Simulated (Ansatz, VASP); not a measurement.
## MgS in VASP and in Ansatz

```
CELL_PARAMETERS angstrom
0.00000 2.60165 2.57563
2.60165 0.00000 2.57563
2.60165 2.60165 0.00000
ATOMIC_POSITIONS crystal
Mg 0.00000 0.00000 0.00000
S 0.50000 0.50000 0.50000
```

Change from the starting cell: zz strain of -1 %.

Alike in both runs: task single point; functional PBEsol; k mesh 10 × 10 × 10; occupations fermi-dirac, width 0.03 eV; no spin polarisation.

```csv
,VASP,Ansatz
version,VASP 6.6.1,Ansatz 0.2.0
potentials or method,"VASP PAW PBE potentials, release 64 (Mg, S), cutoff 520 eV","all-electron LAPW, scalar-relativistic"
```

|  | VASP | Ansatz | Ansatz less VASP |
| --- | --- | --- | --- |
| gap on the k mesh at the Fermi level (eV) | 2.68 | 2.68 | -0.001 |
| pressure (GPa) | -0.4 | -0.2 | +0.18 |
| largest component of the traceless stress (GPa) | 0.75 | 0.75 | +0.001 |

Ansatz ran all-electron here, so the differences hold the error of VASP's frozen core and of both bases.

Caveats: the PAW data sets were made with another functional, which shifts forces and pressure a little (VASP). A k mesh can miss the band edges.
